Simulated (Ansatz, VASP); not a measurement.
# BAs: VASP beside Ansatz

Wanted: the spread between two codes on one cell, functional and k mesh.

Main program and level: Ansatz 0.2.0; plane waves, with VASP 6.6.1 beside it; single point at PBE, spin-orbit coupling.

**1. Set-up**

Symmetry: F-43m, No. 216, cubic system. Conventional cell: a = 4.777 Å, b = 4.777 Å, c = 4.777 Å, α = 90.00°, β = 90.00°, γ = 90.00°. Nearest to B lie 4 As at 2.07 Å. As has 4 B at 2.07 Å nearest. Farther neighbours are not listed.

Coordinates:

```xyz
2
Lattice="0.0000 2.3885 2.3885 2.3885 0.0000 2.3885 2.3885 2.3885 0.0000" Properties=species:S:1:pos:R:3 pbc="T T T"
B     0.0000    0.0000    0.0000
As    1.1943    1.1943    1.1943
```

**2. VASP: single point, PBE, spin-orbit coupling**

With cell and atoms fixed, the geometry can't cause a difference; cores, projectors, grids and the points listed under the comparison can.

Lines of VASP's logs that name or quote its potential files are left out, and so is its time.

INCAR reads:

```
SYSTEM = BAs
PREC = Accurate
ENCUT = 340
EDIFF = 1E-08
NELM = 100
ISMEAR = 0
SIGMA = 0.01
LREAL = .FALSE.
ALGO = Normal
GGA = PE
LNONCOLLINEAR = .TRUE.
MAGMOM = 0 0 0 0 0 0
NBANDS = 20
GGA_COMPAT = .FALSE.
LASPH = .TRUE.
LSORBIT = .TRUE.
LORBIT = 11
LWAVE = .TRUE.
LCHARG = .FALSE.
KPAR = 8
```

POSCAR reads:

```
BAs
1.0
    0.0000000000      2.3885000000      2.3885000000
    2.3885000000      0.0000000000      2.3885000000
    2.3885000000      2.3885000000      0.0000000000
B As
1 1
Direct
    0.0000000000      0.0000000000      0.0000000000
    0.2500000000      0.2500000000      0.2500000000
```

KPOINTS reads:

```
Automatic mesh
0
Gamma
6 6 6
0 0 0
```

Potentials, in the order of the species: B_GW and As_GW (PBE family, release 64).

On the command line:

```console
$ mpirun -np 8 vasp_ncl
```

Numbers of over 12 decimals in the logs are rounded to 6 here.

The program printed:

```text
[banner, memory and clock lines left out]
running    8 mpi-ranks, on    1 nodes
 distrk:  each k-point on    1 cores,    8 groups
 distr:  one band on    1 cores,    1 groups

 POSCAR found type information on POSCAR B As
 POSCAR found :  2 types and       2 ions
|                                                                             |
|           W    W    AA    RRRRR   N    N  II  N    N   GGGG   !!!           |
|           W    W   A  A   R    R  NN   N  II  NN   N  G    G  !!!           |
|           W    W  A    A  R    R  N N  N  II  N N  N  G       !!!           |
|           W WW W  AAAAAA  RRRRR   N  N N  II  N  N N  G  GGG   !            |
|           WW  WW  A    A  R   R   N   NN  II  N   NN  G    G                |
|           W    W  A    A  R    R  N    N  II  N    N   GGGG   !!!           |
|                                                                             |
|     For optimal performance we recommend to set                             |
|       NCORE = 2 up to number-of-cores-per-socket                            |
|     NCORE specifies how many cores store one orbital (NPAR=cpu/NCORE).      |
|     This setting can greatly improve the performance of VASP for DFT.       |
|     The default, NCORE=1 might be grossly inefficient on modern             |
|     multi-core architectures or massively parallel machines. Do your        |
|     Unfortunately you need to use the default for GW and RPA                |
|     calculations (for HF NCORE is supported but not extensively tested      |
|     yet).                                                                   |
|                                                                             |

 LDA part: xc-table for (Slater+PW92), standard interpolation
 POSCAR, INCAR and KPOINTS ok, starting setup
 FFT: planning ... GRIDC
 FFT: planning ... GRID_SOFT
 FFT: planning ... GRID
 WAVECAR not read
 entering main loop
       N       E                     dE             d eps       ncg     rms          rms(c)
DAV:   1     0.134692727677E+02    0.13469E+02   -0.25959E+03   880   0.545E+02
DAV:   2    -0.107364000837E+02   -0.24206E+02   -0.22252E+02  1248   0.128E+02
DAV:   3    -0.120239835060E+02   -0.12876E+01   -0.12716E+01  1092   0.270E+01
DAV:   4    -0.120607120253E+02   -0.36729E-01   -0.36713E-01  1256   0.485E+00
DAV:   5    -0.120609773112E+02   -0.26529E-03   -0.26527E-03  1132   0.321E-01    0.402E+00
DAV:   6    -0.114581044158E+02    0.60287E+00   -0.43451E-01  1176   0.692E+00    0.169E+00
DAV:   7    -0.114040278197E+02    0.54077E-01   -0.15705E-01  1160   0.286E+00    0.756E-01
DAV:   8    -0.113966327089E+02    0.73951E-02   -0.17887E-02  1064   0.109E+00    0.129E-01
DAV:   9    -0.113962545251E+02    0.37818E-03   -0.10491E-03  1048   0.311E-01    0.511E-02
DAV:  10    -0.113964254248E+02   -0.17090E-03   -0.27214E-04  1024   0.110E-01    0.399E-02
DAV:  11    -0.113964462845E+02   -0.20860E-04   -0.22192E-05  1064   0.459E-02    0.102E-02
DAV:  12    -0.113964466387E+02   -0.35417E-06   -0.57267E-06  1164   0.198E-02    0.234E-03
DAV:  13    -0.113964468873E+02   -0.24862E-06   -0.11569E-06  1004   0.776E-03    0.456E-04
DAV:  14    -0.113964469975E+02   -0.11017E-06   -0.41546E-08  1372   0.162E-03    0.398E-04
DAV:  15    -0.113964471164E+02   -0.11889E-06   -0.27951E-09   660   0.509E-04    0.179E-04
DAV:  16    -0.113964471304E+02   -0.13976E-07   -0.36159E-09   688   0.475E-04    0.248E-05
DAV:  17    -0.113964471203E+02    0.10059E-07   -0.45570E-10   608   0.262E-04    0.110E-05
DAV:  18    -0.113964471177E+02    0.26279E-08   -0.70571E-11   620   0.996E-05
   1 F= -.11396447E+02 E0= -.11396447E+02  d E =-.306828E-92  mag=     0.0000    -0.0000    -0.0000
 writing wavefunctions
```

From OUTCAR (step 2):

```text
ion  position               nearest neighbor table
   1  0.000  0.000  0.000-   2 2.07   2 2.07   2 2.07   2 2.07
   2  0.250  0.250  0.250-   1 2.07   1 2.07   1 2.07   1 2.07

  LATTYP: Found a face centered cubic cell.
 ALAT       =     4.7770000000

 Subroutine GETGRP returns: Found 24 space group operations
 (whereof 24 operations were pure point group operations)

The static configuration has the point symmetry T_d .

 Found     22 irreducible k-points:

   k-points           NKPTS =     22   k-points in BZ     NKDIM =     22   number of bands    NBANDS=     20

   dimension x,y,z NGX =    20 NGY =   20 NGZ =   20
   dimension x,y,z NGXF=    40 NGYF=   40 NGZF=   40

   ENCUT  =  340.0 eV  24.99 Ry    5.00 a.u.   5.08  5.08  5.08*2*pi/ulx,y,z

   NELECT =       8.0000    total number of electrons

 k-points in reciprocal lattice and weights: Automatic mesh
   0.00000000  0.00000000  0.00000000       0.005
   0.16666667  0.00000000  0.00000000       0.019
  -0.16666667  0.00000000  0.00000000       0.019
   0.33333333  0.00000000  0.00000000       0.019
  -0.33333333  0.00000000  0.00000000       0.019
   0.50000000  0.00000000  0.00000000       0.019
   0.16666667  0.16666667  0.00000000       0.028
   0.33333333  0.16666667  0.00000000       0.056
  -0.33333333 -0.16666667  0.00000000       0.056
[...]
-0.33333333  0.33333333  0.16666667       0.111
  -0.33333333  0.50000000  0.16666667       0.056

 average (electrostatic) potential at core
       1 -26.7447       2 -48.7317

 E-fermi :   6.3785

 k-point     1 :       0.0000    0.0000    0.0000
  band No.  band energies     occupation
    ...
      4       6.0309      1.00000
      5       6.2359      1.00000
      6       6.2359      1.00000
      7       6.2359      1.00000
      8       6.2359      1.00000
      9       9.3027      0.00000
     10       9.3027      0.00000
     11       9.5179      0.00000
     12       9.5179      0.00000
     13       9.5179      0.00000
    ...

 k-point     2 :       0.1667    0.0000    0.0000
  band No.  band energies     occupation
    ...
      4       3.2064      1.00000
      5       5.4211      1.00000
      6       5.4211      1.00000
      7       5.5549      1.00000
      8       5.5569      1.00000
      9       9.4575      0.00000
     10       9.4575      0.00000
     11      10.2632      0.00000
     12      10.2632      0.00000
     13      10.3986      0.00000
    ...

 k-point     3 :      -0.1667    0.0000    0.0000
  band No.  band energies     occupation
    ...
      4       3.2064      1.00000
      5       5.4211      1.00000
      6       5.4211      1.00000
      7       5.5549      1.00000
      8       5.5569      1.00000
      9       9.4575      0.00000
     10       9.4575      0.00000
     11      10.2632      0.00000
     12      10.2632      0.00000
     13      10.3986      0.00000
    ...

  Total        0.4905001      0.4905001      0.4905001      0.0000000      0.0000000      0.0000000
  in kB       28.8365905     28.8365905     28.8365905      0.0000000      0.0000000      0.0000000
  external PRESSURE =      28.8365905 kB  Pullay stress =       0.0000000 kB

  energy-cutoff  :      340.00
  volume of cell :       27.25
      direct lattice vectors                 reciprocal lattice vectors
     0.000000000  2.388500000  2.388500000    -0.209336404  0.209336404  0.209336404
     2.388500000  0.000000000  2.388500000     0.209336404 -0.209336404  0.209336404
     2.388500000  2.388500000  0.000000000     0.209336404  0.209336404 -0.209336404

 POSITION                                       TOTAL-FORCE (eV/Angst)
 -----------------------------------------------------------------------------------
      0.00000      0.00000      0.00000        -0.000000     -0.000000     -0.000000
      1.19425      1.19425      1.19425         0.000000      0.000000      0.000000
 -----------------------------------------------------------------------------------
    total drift:                                0.000001      0.000001      0.000001

  FREE ENERGIE OF THE ION-ELECTRON SYSTEM (eV)
  ---------------------------------------------------
  free  energy   TOTEN  =       -11.3964471177 eV

  energy  without entropy=      -11.3964471177  energy(sigma->0) =      -11.39644712

 Spin-Orbit-Coupling matrix elements
 Ion:    1  E_soc:     -0.0000084
 Ion:    2  E_soc:     -0.0244911

 total charge
# of ion       s       p       d       tot
------------------------------------------
    1        0.635   1.124   0.000   1.760
    2        1.150   1.628   0.088   2.866
--------------------------------------------------
tot          1.785   2.752   0.088   4.626

 magnetization (x)
# of ion       s       p       d       tot
------------------------------------------
    1       -0.000   0.000   0.000  -0.000
    2       -0.000   0.000   0.000   0.000
--------------------------------------------------
tot         -0.000   0.000   0.000   0.000

 magnetization (y)
# of ion       s       p       d       tot
------------------------------------------
    1        0.000   0.000   0.000   0.000
    2       -0.000  -0.000  -0.000  -0.000
--------------------------------------------------
tot          0.000  -0.000  -0.000   0.000

 magnetization (z)
# of ion       s       p       d       tot
------------------------------------------
    1       -0.000   0.000   0.000  -0.000
    2       -0.000  -0.000   0.000  -0.000
--------------------------------------------------
tot         -0.000  -0.000   0.000  -0.000

[... 3 further parts left out ...]
```

The run ends at a pressure of 2.88 GPa.

**3. Ansatz: single point, PBE, spin-orbit coupling**

Ansatz runs on its fully relativistic PAW (standard-fr) files.

The same cell, functional, mesh and smearing now go to Ansatz, which takes its cutoff from its data sets.

input.yaml reads:

```yaml
crystal:
  lattice:
    - [0.0, 2.3885, 2.3885]
    - [2.3885, 0.0, 2.3885]
    - [2.3885, 2.3885, 0.0]
  atoms:
    - { symbol: B, position: [0.0, 0.0, 0.0] }
    - { symbol: As, position: [0.25, 0.25, 0.25] }
hamiltonian:
  xc: pbe
  pseudopotentials: { kind: paw_fr }
magnetization:
  noncollinear: true
  spin_orbit: true
kpoints:
  mp_grid: { grid: [6, 6, 6] }
scf:
  occupations: { method: gaussian, width: 0.01 }
  n_extra_bands: 8
output:
  forces: true
  stress: true
  eigenvalues: true
```

On the command line:

```console
$ ansatz run input.yaml --threads 2 --pin off --max-ram 4608MiB --backend cpu --events-out ev --progress --plain --runs-dir out
```

The program printed:

```text
scf.n_extra_bands = 8 over 18 filled bands (N_el = 18.0): the run solves 26 bands
Engine: ansatz 0.2.0, aarch64-unknown-linux-gnu
Pseudopotentials: kind: paw_fr
Pseudopotential: B, paw_fr, valence charge 3, recommended cutoff 420 eV (normal), B.paw.azcp#standard-fr
Pseudopotential: As, paw_fr, valence charge 15, recommended cutoff 420 eV (normal), As.paw.azcp#standard-fr
Functional definition: PBE
  parameter kappa = 0.804
  parameter beta = 0.066725
  exchange = pbe_x(kappa = kappa, mu = beta*pi^2/3)
  correlation = pbe_c(beta = beta)
non-collinear run that drives no moment, with spin-orbit: no starting moment large enough to seed its density (crystal.atoms[].spin), no starting occupations that ask for one, no magnetisation constraint and no magnetic field, so the semilocal B_xc is pinned to zero
Crystal: 2 atoms, lattice volume = 27.252 Å³
Basis set: ecut = 420 eV, 531 PW (Γ), exchange–correlation on 48×48×48 points (8 copies of the dense FFT grid, shifted against one another)
Bands: 26, of which v1, the nominal top of the filled ones, is band 18 counted from 1 (17 counted from 0)
Symmetry: 24 space group operations + 24 with time reversal
Magnetic group: BNS 216.75 (UNI 1577), of the structure as read, at distance tolerance 3.0e-5 Å
k-points: 16 of 216 (time reversal used)
Projection manifold: j_resolved (fully-relativistic pseudo-atomic orbitals)
Non-local potential: B, projectors of the file, l = 0: 2, l = 1: 4, l = 2: 2
Non-local potential: As, projectors of the file, l = 0: 2, l = 1: 4, l = 2: 6, l = 3: 2
PAW form: soft (Blöchl's): semilocal exchange-correlation on the pseudo side does not see the compensation charge
PAW one-centre angular grid: B, 110 points (default); XC on 64 Gauss nodes
PAW one-centre angular grid: As, 590 points (default); XC on 64 Gauss nodes
Initial density: superposition of atomic densities (chi_scale 0.1, normalization cell, long waves kept (reshape's long-wave potential 0.00 eV rms))
Initial wavefunctions: pseudopotential atomic-orbital guess
Functional: x = pbe(κ = 0.804, μ = 0.219515), c = pbe(β = 0.066725)
SCF iter   1: F=—  HF=-5012.854173 eV  |F-HF|=—  |Δ(HF+E_count)|=         —  Δρ=7.85e-2  dr2=2.12e0  dr2_m=0.00e0 (ungated)  ethr=3.10e-3  |M|=0.00e0 ∫|m|=0.00e0 μB  |m|>n=0.0e0 m-floor=0.0e0 τ_xc=0.0e0  β_m=0.30  ⟨swp⟩=7.2  Hψ=2172  notcnv=0
preconditioner: auto → none  [insulator: Δε(μ)=1.773 eV  Ē_g=12.447 eV  σ=0.010 eV  W_gap=1.00  n_scr=8 (ndim 8)  ℏωp=20.1 eV  f_vac=0.000  D(μ)=0.00/eV (n_scr^D=0)  ε∞_Penn≈3.6]
SCF iter   2: F=—  HF=-5012.296759 eV  |F-HF|=—  |Δ(HF+E_count)|=   5.57e-1  Δρ=3.72e-2  dr2=3.69e-1  dr2_m=0.00e0 (ungated)  ethr=3.10e-3  |M|=0.00e0 ∫|m|=0.00e0 μB  |m|>n=0.0e0 m-floor=0.0e0 τ_xc=0.0e0  β_m=0.39  ⟨swp⟩=2.1  Hψ=708  notcnv=0  defer=46
SCF iter   3: F=—  HF=-5012.209893 eV  |F-HF|=—  |Δ(HF+E_count)|=   8.69e-2  Δρ=1.38e-2  dr2=3.57e-2  dr2_m=0.00e0 (ungated)  ethr=2.05e-3  |M|=0.00e0 ∫|m|=0.00e0 μB  |m|>n=0.0e0 m-floor=0.0e0 τ_xc=0.0e0  β_m=0.54  ⟨swp⟩=2.0  Hψ=538  notcnv=0  defer=46
SCF iter   4: F=—  HF=-5012.207676 eV  |F-HF|=—  |Δ(HF+E_count)|=   2.22e-3  Δρ=2.04e-3  dr2=6.40e-4  dr2_m=0.00e0 (ungated)  ethr=1.98e-4  |M|=0.00e0 ∫|m|=0.00e0 μB  |m|>n=0.0e0 m-floor=0.0e0 τ_xc=0.0e0  β_m=0.57  ⟨swp⟩=2.8  Hψ=542  notcnv=0  defer=46
SCF iter   5: F=—  HF=-5012.207823 eV  |F-HF|=—  |Δ(HF+E_count)|=   1.46e-4  Δρ=4.64e-4  dr2=2.60e-5  dr2_m=0.00e0 (ungated)  ethr=3.56e-6  |M|=0.00e0 ∫|m|=0.00e0 μB  |m|>n=0.0e0 m-floor=0.0e0 τ_xc=0.0e0  β_m=0.70  ⟨swp⟩=2.3  Hψ=590  notcnv=0  defer=46
SCF iter   6: F=—  HF=-5012.207841 eV  |F-HF|=—  |Δ(HF+E_count)|=   1.78e-5  Δρ=4.42e-5  dr2=3.16e-7  dr2_m=0.00e0 (ungated)  ethr=1.44e-7  |M|=0.00e0 ∫|m|=0.00e0 μB  |m|>n=0.0e0 m-floor=0.0e0 τ_xc=0.0e0  β_m=0.85  ⟨swp⟩=2.1  Hψ=544  notcnv=0  defer=46
SCF iter   7: F=-5012.207841 eV  HF=-5012.207841 eV  |F-HF|=6.43e-10  |Δ(HF+E_count)|=   1.82e-7  Δρ=5.70e-6  dr2=5.01e-9  dr2_m=0.00e0 (ungated)  ethr=5.56e-10  |M|=0.00e0 ∫|m|=0.00e0 μB  |m|>n=0.0e0 m-floor=0.0e0 τ_xc=0.0e0  ⟨swp⟩=9.8  Hψ=1918  notcnv=0
SCF 1 converged in 7 iterations: F = -5012.207841 eV  dr2 = 5.01e-9
  greatest PAW one-centre occupation: 0.999 electrons in one spin orbital (limit 2), on the As atom at site 1 (counted from 0), in its partial waves of l = 2
SCF converged after 7 iterations
Magnetization: |M| = 0.0000 μB,  M = (+0.0000, +0.0000, +0.0000) μB
Absolute magnetization: 0.0000 μB (∫|m|)
  site 0: m = (+0.0000, +0.0000, +0.0000) μB, |m| = 0.0000 μB  (R = 0.85 Å)
  site 1: m = (+0.0000, +0.0000, +0.0000) μB, |m| = 0.0000 μB  (R = 0.85 Å)
Free energy (F): -5012.207841 eV
Harris-Foulkes:  -5012.207841 eV  (|F-HF|=6.43e-10)
Internal energy: -5012.207841 eV  (E = F + TS)
E sigma→0 (E₀):  -5012.207841 eV
Fermi energy:    11.804166 eV
--- Per-component energies (eV) ---
  E_band       = -210.094904
  E_kinetic    = 152.213307
  E_local      = -1694.187817  (includes V_loc(G=0)·N_el)
  E_nonlocal   = -657.507005
  E_hartree    = 940.225097
  E_xc         = -111.441060
  E_vxc        = -117.671321  (∫ρ·V_xc dr)
  E_paw        = -1915.735372  (= ΣΔE_a)
  E_vpaw       = 226.606358  (= ΣTr[D̂ρ^β])
  E_aug_tail   = 0.000007  (compensation charges beyond the density's cutoff)
  E_ewald      = -1725.774997
  E_smearing   = -0.000000  (= −TS)
  E_closure    = -0.000000  (closes the sum)
  Σ components = -5012.207841   (vs F -5012.207841, Δ=0.00e0)
--- Forces (eV/Å), atoms counted from 1 ---
  atom   1  B      0.00000000    -0.00000000    -0.00000000
  atom   2  As     0.00000000    -0.00000000    -0.00000000
  max |Σ_I F_I| component: 5.75e-16 eV/Å
--- Stress (GPa, compression-positive) ---
        2.798264      -0.000000      -0.000000
        0.000000       2.798264       0.000000
        0.000000       0.000000       2.798264
  P = ⅓ Tr σ = 2.7983 GPa (27.983 kbar)
--- Band table (eV; the first three rows and the last of 16) ---
  k-point 0: bands = [... 14 lower, 11.1962, 11.1962, 11.1962, 11.1962, 14.2693, 14.2693, 14.4827, 14.4827, ... 4 higher]
  k-point 1: bands = [... 14 lower, 10.3801, 10.3801, 10.5163, 10.5183, 14.4282, 14.4282, 15.2305, 15.2305, ... 4 higher]
  k-point 2: bands = [... 14 lower, 9.5428, 9.5428, 9.6851, 9.6868, 13.9925, 13.9925, 15.9149, 15.9149, ... 4 higher]
  k-point 15: bands = [... 14 lower, 5.9096, 6.0295, 6.1830, 6.2016, 14.8916, 14.9357, 15.1253, 15.1286, ... 4 higher]
```

Run time: 1.2 s. Hardware: 2 threads of Arm Neoverse V2, shared host; peak memory 0.34 GiB; 2.2 s of CPU time.

The run ends at a pressure of 2.80 GPa.

**4. Differences**

Known differences besides the potentials themselves: spin-orbit coupling enters by fully relativistic files in Ansatz and inside the spheres in VASP; the data sets hold 18 valence electrons in Ansatz (fully relativistic PAW (standard-fr) files) and 8 in VASP; the cutoff is 420 eV in Ansatz and 340 eV in VASP. Total energies have different zeros and are not compared.

Compared:

```
              quantity  Ansatz   VASP  difference
gap on the k mesh (eV)   1.216  1.205      +0.011
```

Not compared: the pressure (VASP's GW data sets at this cutoff don't carry it). A gap on the mesh is an upper bound, since the band edges may lie between its points.

**5. What came out**

```
difference in gap on the k mesh (single point, PBE, spin-orbit coupling) : 0.011 eV
```

What this shows: The difference in gap on the k mesh is 0.011 eV (single point, PBE, spin-orbit coupling), within the 0.08 eV picked in this series as the mark of a large difference. 1 further run of this series is not shown here. How closely two codes agree says nothing of how well the functional describes the real material.

[Lines on the potential files, build, host, timing and source positions are cut from VASP's logs without a mark.]

[Logs are printed without paths, hosts, clocks, repeated set-up lines and the standing remarks that a program may print on its own settings, such as how far it seeks lower states.]

[Hosts, paths, dates, database ids (printed as entryN), source tags and the programs' standing remarks are cut or masked in the printed files.]
